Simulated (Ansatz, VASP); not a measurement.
## AlN in VASP and in Ansatz

```
CELL_PARAMETERS angstrom
0.00000 2.16283 2.16283
2.16283 0.00000 2.16283
2.16283 2.16283 0.00000
ATOMIC_POSITIONS crystal
Al 0.00000 0.00000 0.00000
N 0.75000 0.75000 0.75000
```

Alike in both runs: task single point; functional r2SCAN; k mesh 10 × 10 × 10; occupations gaussian, width 0.02 eV; no spin polarisation.

|  | VASP | Ansatz |
| --- | --- | --- |
| version | VASP 6.6.1 | Ansatz 0.2.0 |
| potentials or method | VASP PAW PBE potentials, release 64 (Al, N) | scalar-relativistic, plane waves, PAW |
| plane-wave cutoff (eV) | 520 | 500 |
| valence electrons in the cell | 8 | 8 |

```tsv
	VASP	Ansatz	Ansatz less VASP
gap on the k mesh at the Fermi level (eV)	3.96	3.97	+0.008
least direct gap on the mesh (eV)	5.17	5.13	-0.041
pressure (GPa)	6.4	6.8	+0.37
```

The functional is the same, so the differences come from potentials, cutoffs and numerics.

Caveats: the PAW data sets were made with another functional, which shifts forces and pressure a little (VASP). r2SCAN opens gaps a little over a GGA but as a rule still falls short of measured ones. A k mesh can miss the band edges.
